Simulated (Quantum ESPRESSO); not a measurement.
# MgO (P6_3mc) in Quantum ESPRESSO: reference runs

Aim: a first look at MgO with PBE, on the cell as given and on a disturbed one.

Everything below comes from runs of Quantum ESPRESSO 7.5. Logs are shortened: lines on timing, memory, paths and dates and some standing lists are left out, and cuts for length are marked.

### Step 1. The crystal as given

Symmetry: P6_3mc, No. 186, hexagonal system. The conventional cell has a = 3.308 Å, b = 3.308 Å, c = 4.983 Å, α = 90.00°, β = 90.00°, γ = 120.00°. Around Mg (site symmetry 3m) lie 4 O at 1.97 to 1.99 Å. O (site symmetry 3m) is surrounded by 4 Mg at 1.97 to 1.99 Å.

Measurements of this composition are mostly on another form, of space group No. 225.

### Step 2. Single point, PBE

The input, pw.in:

```
&CONTROL
  calculation = 'scf'
  prefix = 'pwscf'
  outdir = './tmp'
  pseudo_dir = './pseudo'
  tprnfor = .true.
  tstress = .true.
  disk_io = 'nowf'
/
&SYSTEM
  ibrav = 0
  nat = 4
  ntyp = 2
  ecutwfc = 55
  ecutrho = 440
  nbnd = 14
  occupations = 'smearing'
  smearing = 'fd'
  degauss = 0.00367493
/
&ELECTRONS
  conv_thr = 8d-10
  electron_maxstep = 120
  mixing_beta = 0.5
/
ATOMIC_SPECIES
Mg    24.3050 Mg.pbe-n-kjpaw_psl.0.3.0.UPF
O     15.9990 O.pbe-n-kjpaw_psl.0.1.UPF
CELL_PARAMETERS angstrom
   3.3077869865    0.0000000000    0.0000000000
  -1.6538934933    2.8646275606    0.0000000000
   0.0000000000    0.0000000000    4.9828816700
ATOMIC_POSITIONS crystal
Mg     0.6666666667    0.3333333333    0.5021597400
Mg     0.3333333333    0.6666666667    0.0021597400
O      0.6666666667    0.3333333333    0.9024402600
O      0.3333333333    0.6666666667    0.4024402600
K_POINTS automatic
9 9 6 0 0 0
```

Potentials or basis: SSSP 1.3 efficiency PBE.

Started as:

```
$ OMP_NUM_THREADS=1 pw.x -in pw.in > pw.out
```

pw.out:

```text
This program is part of the open-source Quantum ESPRESSO suite
     for quantum simulation of materials; please cite
         "P. Giannozzi et al., J. Phys.:Condens. Matter 21 395502 (2009);
         "P. Giannozzi et al., J. Phys.:Condens. Matter 29 465901 (2017);
         "P. Giannozzi et al., J. Chem. Phys. 152 154105 (2020);
     in publications or presentations arising from this work. More details at

     file Mg.pbe-n-kjpaw_psl.0.3.0.UPF: wavefunction(s)  3S renormalized
     file O.pbe-n-kjpaw_psl.0.1.UPF: wavefunction(s)  2P renormalized
     Message from routine setup:
     using ibrav=0 with symmetry is DISCOURAGED, use correct ibrav instead

     G-vector sticks info
     --------------------
     sticks:   dense  smooth     PW     G-vecs:    dense   smooth      PW
     Sum        1177     595    187                49647    17547    2971

     Using Slab Decomposition

     bravais-lattice index     =            0
     lattice parameter (alat)  =       6.2508  a.u.
     unit-cell volume          =     318.6272 (a.u.)^3
     number of atoms/cell      =            4
     number of atomic types    =            2
     number of electrons       =        16.00
     number of Kohn-Sham states=           14
     kinetic-energy cutoff     =      55.0000  Ry
     charge density cutoff     =     440.0000  Ry
     scf convergence threshold =      8.0E-10
     mixing beta               =       0.5000
     number of iterations used =            8  plain     mixing
     Exchange-correlation= SLA  PW   PBX  PBC
                           (   1   4   3   4   0   0   0)

     celldm(1)=   6.250811  celldm(2)=   0.000000  celldm(3)=   0.000000
     celldm(4)=   0.000000  celldm(5)=   0.000000  celldm(6)=   0.000000

     crystal axes: (cart. coord. in units of alat)
               a(1) = (   1.000000   0.000000   0.000000 )
               a(2) = (  -0.500000   0.866025   0.000000 )
               a(3) = (   0.000000   0.000000   1.506409 )

     reciprocal axes: (cart. coord. in units 2 pi/alat)
               b(1) = (  1.000000  0.577350 -0.000000 )
               b(2) = (  0.000000  1.154701  0.000000 )
               b(3) = (  0.000000 -0.000000  0.663830 )

     PseudoPot. # 1 for Mg read from file:
     Mg.pbe-n-kjpaw_psl.0.3.0.UPF
     Pseudo is Projector augmented-wave + core cor, Zval =  2.0
     Generated using "atomic" code by A. Dal Corso  v.5.0.99 svn rev. 10869
     Shape of augmentation charge: PSQ
     Using radial grid of 1129 points,  4 beta functions with:
                l(1) =   0
                l(2) =   0
                l(3) =   1
                l(4) =   1
     Q(r) pseudized with 0 coefficients

     PseudoPot. # 2 for O  read from file:
     O.pbe-n-kjpaw_psl.0.1.UPF
     Pseudo is Projector augmented-wave + core cor, Zval =  6.0
     Generated using "atomic" code by A. Dal Corso  v.5.0.99 svn rev. 10869
     Shape of augmentation charge: BESSEL
     Using radial grid of 1095 points,  4 beta functions with:
                l(1) =   0
                l(2) =   0
                l(3) =   1
                l(4) =   1
     Q(r) pseudized with 0 coefficients

     atomic species   valence    mass     pseudopotential
     Mg                2.00    24.30500     Mg( 1.00)
     O                 6.00    15.99900     O ( 1.00)

     12 Sym. Ops. (no inversion) found ( 6 have fractional translation)

   Cartesian axes

     site n.     atom                  positions (alat units)
         1        Mg     tau(   1) = (   0.5000000   0.2886751   0.7564582  )
         2        Mg     tau(   2) = (  -0.0000000   0.5773503   0.0032535  )
         3        O      tau(   3) = (   0.5000000   0.2886751   1.3594446  )
         4        O      tau(   4) = (  -0.0000000   0.5773503   0.6062398  )

     number of k points=    48  Fermi-Dirac smearing, width (Ry)=  0.0037
                       cart. coord. in units 2pi/alat
        k(    1) = (   0.0000000   0.0000000   0.0000000), wk =   0.0041152
        k(    2) = (   0.0000000   0.0000000   0.1106384), wk =   0.0082305
        k(    3) = (   0.0000000   0.0000000   0.2212767), wk =   0.0082305
        k(    4) = (   0.0000000   0.0000000  -0.3319151), wk =   0.0041152
        k(    5) = (   0.0000000   0.1283001   0.0000000), wk =   0.0246914
        k(    6) = (   0.0000000   0.1283001   0.1106384), wk =   0.0493827
[... 40 lines left out ...]
        k(   47) = (   0.3333333   0.5773503   0.2212767), wk =   0.0164609
        k(   48) = (   0.3333333   0.5773503  -0.3319151), wk =   0.0082305

     Dense  grid:    49647 G-vectors     FFT dimensions: (  45,  45,  64)

     Smooth grid:    17547 G-vectors     FFT dimensions: (  30,  30,  48)

     Initial potential from superposition of free atoms

     starting charge      15.9981, renormalised to      16.0000
     Starting wfcs are   16 randomized atomic wfcs

     Self-consistent Calculation

     iteration #  1     ecut=    55.00 Ry     beta= 0.50
     Davidson diagonalization with overlap
     ethr =  1.00E-02,  avg # of iterations =  4.4

     total energy              =    -150.67410987 Ry
     estimated scf accuracy    <       1.09176902 Ry

     iteration #  2     ecut=    55.00 Ry     beta= 0.50
     Davidson diagonalization with overlap
     ethr =  6.82E-03,  avg # of iterations =  2.0

     total energy              =    -151.00117553 Ry
     estimated scf accuracy    <       0.28394628 Ry

     iteration #  3     ecut=    55.00 Ry     beta= 0.50
     Davidson diagonalization with overlap
     ethr =  1.77E-03,  avg # of iterations =  1.1

     total energy              =    -151.05028057 Ry
     estimated scf accuracy    <       0.01074921 Ry

     iteration #  4     ecut=    55.00 Ry     beta= 0.50
     Davidson diagonalization with overlap
     ethr =  6.72E-05,  avg # of iterations =  5.0

     total energy              =    -151.05189269 Ry
     estimated scf accuracy    <       0.00239053 Ry

     iteration #  5     ecut=    55.00 Ry     beta= 0.50
     Davidson diagonalization with overlap
     ethr =  1.49E-05,  avg # of iterations =  4.9

     total energy              =    -151.05278161 Ry
     estimated scf accuracy    <       0.00006278 Ry

     iteration #  6     ecut=    55.00 Ry     beta= 0.50
     Davidson diagonalization with overlap
     ethr =  3.92E-07,  avg # of iterations =  5.9

     total energy              =    -151.05291382 Ry
     estimated scf accuracy    <       0.00000416 Ry

     iteration #  7     ecut=    55.00 Ry     beta= 0.50
     Davidson diagonalization with overlap
     ethr =  2.60E-08,  avg # of iterations =  3.7

     total energy              =    -151.05291620 Ry
     estimated scf accuracy    <       0.00000043 Ry

     iteration #  8     ecut=    55.00 Ry     beta= 0.50
     Davidson diagonalization with overlap
     ethr =  2.66E-09,  avg # of iterations =  3.0

     total energy              =    -151.05291633 Ry
     estimated scf accuracy    <       0.00000017 Ry

     iteration #  9     ecut=    55.00 Ry     beta= 0.50
     Davidson diagonalization with overlap
     ethr =  1.07E-09,  avg # of iterations =  1.5

     total energy              =    -151.05291635 Ry
     estimated scf accuracy    <       0.00000001 Ry

     iteration # 10     ecut=    55.00 Ry     beta= 0.50
     Davidson diagonalization with overlap
     ethr =  6.85E-11,  avg # of iterations =  4.9

     End of self-consistent calculation

          k = 0.0000 0.0000 0.0000 (  2225 PWs)   bands (ev):

   -13.1880 -12.3627  -0.1804   2.3142   2.3142   2.6558   2.6558   3.1027
     6.5732  11.6234  13.4487  17.1907  17.1907  19.5240

          k = 0.0000 0.0000 0.1106 (  2212 PWs)   bands (ev):

   -13.1364 -12.4222  -0.0298   2.3362   2.3362   2.6319   2.6319   2.7098
     7.0160  11.1356  13.9584  17.2021  17.2021  19.0465

          k = 0.0000 0.0000 0.2213 (  2224 PWs)   bands (ev):

   -12.9931 -12.5813   0.4055   1.9027   2.3968   2.3968   2.5675   2.5675
     7.9805  10.1801  15.0127  17.3219  17.3220  17.7043

          k = 0.0000 0.0000-0.3319 (  2182 PWs)   bands (ev):

   -12.7911 -12.7911   1.0780   1.0780   2.4813   2.4813   2.4813   2.4813
     9.0882   9.0882  16.3213  16.3214  17.6678  17.6678

          k = 0.0000 0.1283 0.0000 (  2215 PWs)   bands (ev):

   -13.1254 -12.3422  -0.0613   2.0150   2.2331   2.2901   2.6632   3.0586
     7.1428  11.9634  13.3391  15.8476  17.3986  18.6072

          k = 0.0000 0.1283 0.1106 (  2208 PWs)   bands (ev):

   -13.0761 -12.3981   0.0654   2.0072   2.1869   2.2604   2.6328   2.8818
     7.4912  11.3973  13.8975  15.9237  17.3976  18.2509

          k = 0.0000 0.1283 0.2213 (  2201 PWs)   bands (ev):

   -12.9392 -12.5481   0.4303   1.6061   2.2250   2.3359   2.5507   2.6075
     8.3206  10.4071  14.8915  16.0811  17.4912  17.7267

          k = 0.0000 0.1283-0.3319 (  2210 PWs)   bands (ev):

   -12.7469 -12.7469   0.9823   0.9823   2.3928   2.3928   2.4417   2.4417
     9.3435   9.3435  15.8514  15.8514  17.4998  17.5004

          k = 0.0000 0.2566 0.0000 (  2197 PWs)   bands (ev):

   -12.9572 -12.2960   0.2744   1.2257   1.7347   2.0620   2.6521   2.9145
     8.3413  12.4427  13.1888  14.4307  16.8571  17.8064

          k = 0.0000 0.2566 0.1106 (  2196 PWs)   bands (ev):

   -12.9144 -12.3418   0.2997   1.2255   1.7206   2.0984   2.6091   2.8497
     8.5419  11.7740  13.7688  14.5519  16.9002  17.7803

          k = 0.0000 0.2566 0.2213 (  2200 PWs)   bands (ev):

   -12.7964 -12.4658   0.4189   1.0015   1.9323   2.2000   2.4944   2.6376
     9.0925  10.8118  14.4804  14.8292  16.9482  17.8319

          k = 0.0000 0.2566-0.3319 (  2192 PWs)   bands (ev):

   -12.6326 -12.6326   0.6697   0.6697   2.2997   2.2997   2.3440   2.3440
     9.8840   9.8840  14.9017  14.9017  17.3098  17.3100

          k = 0.0000 0.3849 0.0000 (  2205 PWs)   bands (ev):

   -12.7390 -12.2626   0.4640   0.7702   1.2469   1.8966   2.6168   2.6567
     9.6084  12.0119  12.7551  14.4238  15.6676  17.4701

          k = 0.0000 0.3849 0.1106 (  2194 PWs)   bands (ev):

   -12.7066 -12.2938   0.2908   0.7787   1.3940   1.9402   2.5632   2.6852
     9.6553  11.5860  13.1458  14.4351  15.9731  17.4350
[... 123 lines left out ...]
   -12.5339 -12.3474   0.3466   0.3732   1.5442   1.8641   2.2101   2.7302
    10.4572  11.2020  13.3909  14.2287  16.3571  16.4424

          k = 0.2222 0.3849-0.3319 (  2194 PWs)   bands (ev):

   -12.4393 -12.4393   0.2940   0.2940   1.6700   1.6700   2.5757   2.5757
    10.7580  10.7580  13.8771  13.8771  16.3468  16.3468

          k = 0.2222 0.5132 0.0000 (  2173 PWs)   bands (ev):

   -12.4716 -12.2887   0.2539   1.0394   1.3685   1.5249   2.0509   2.2086
    11.1180  11.5423  12.6878  13.8478  15.8684  16.3879

          k = 0.2222 0.5132 0.1106 (  2181 PWs)   bands (ev):

   -12.4570 -12.2984   0.2498   0.7745   1.1991   1.8442   1.9758   2.4264
    11.1037  11.4546  12.8334  13.8299  16.0146  16.3556

          k = 0.2222 0.5132 0.2213 (  2196 PWs)   bands (ev):

   -12.4187 -12.3269   0.2219   0.4555   1.1476   1.6527   2.3698   2.6721
    11.0935  11.3012  13.1236  13.7106  16.0414  16.1259

          k = 0.2222 0.5132-0.3319 (  2194 PWs)   bands (ev):

   -12.3704 -12.3704   0.2598   0.2598   1.3501   1.3501   2.6630   2.6630
    11.1617  11.1617  13.4424  13.4424  16.0137  16.0137

          k = 0.3333 0.5774 0.0000 (  2172 PWs)   bands (ev):

   -12.3578 -12.3578   0.3226   1.1489   1.1489   1.8062   1.8872   1.8872
    11.3723  11.4777  13.2492  13.2492  16.2611  16.2611

          k = 0.3333 0.5774 0.1106 (  2181 PWs)   bands (ev):

   -12.3550 -12.3550   0.4041   0.8898   0.8898   1.6824   2.1793   2.1793
    11.4055  11.5264  13.2000  13.2000  16.1305  16.1305

          k = 0.3333 0.5774 0.2213 (  2184 PWs)   bands (ev):

   -12.3495 -12.3495   0.5766   0.5766   0.6366   1.3674   2.5602   2.5602
    11.4884  11.5905  13.0936  13.0936  15.9246  15.9246

          k = 0.3333 0.5774-0.3319 (  2202 PWs)   bands (ev):

   -12.3467 -12.3467   0.4577   0.4577   0.9820   0.9820   2.7138   2.7138
    11.5721  11.5721  13.0367  13.0367  15.8420  15.8420

     the Fermi energy is     5.2750 ev

!    total energy              =    -151.05291636 Ry
     total all-electron energy =     -1102.855119 Ry
     estimated scf accuracy    <          4.2E-10 Ry
     smearing contrib. (-TS)   =      -0.00000000 Ry
     internal energy E=F+TS    =    -151.05291636 Ry

     The total energy is F=E-TS. E is the sum of the following terms:
     one-electron contribution =     -27.39298188 Ry
     hartree contribution      =      23.57577815 Ry
     xc contribution           =     -18.57149286 Ry
     ewald contribution        =     -47.03915959 Ry
     one-center paw contrib.   =     -81.62506018 Ry

     convergence has been achieved in  10 iterations

     Forces acting on atoms (cartesian axes, Ry/au):

     atom    1 type  1   force =    -0.00000000   -0.00000000    0.00022309
     atom    2 type  1   force =     0.00000000    0.00000000    0.00022309
     atom    3 type  2   force =     0.00000000    0.00000000   -0.00022309
     atom    4 type  2   force =     0.00000000   -0.00000000   -0.00022309

     Total force =     0.000446     Total SCF correction =     0.000000

     Computing stress (Cartesian axis) and pressure

          total   stress  (Ry/bohr**3)                   (kbar)     P=       31.43
   0.00020866   0.00000000   0.00000000           30.70        0.00        0.00
   0.00000000   0.00020866   0.00000000            0.00       30.70        0.00
   0.00000000   0.00000000   0.00022371            0.00        0.00       32.91

=------------------------------------------------------------------------------=
   JOB DONE.
=------------------------------------------------------------------------------=
```

Wall time 22 s (1 thread of Arm Neoverse V2, shared host); peak memory 0.1 GiB.

What came out:

- Free energy: -2055.1796 eV
- Pressure: 3.1 GPa
- Largest force: 0.006 eV/Å
- Band gap on the k mesh: 3.47 eV, direct

Forces in eV/Å, atoms in the order of the input:
```
Mg   0.000  0.000  0.006
Mg   0.000  0.000  0.006
O    0.000  0.000 -0.006
O    0.000  0.000 -0.006
```

Caveat: an odd mesh through Γ misses points on the zone boundary, where band edges often lie.

[end of part 1 of 2]
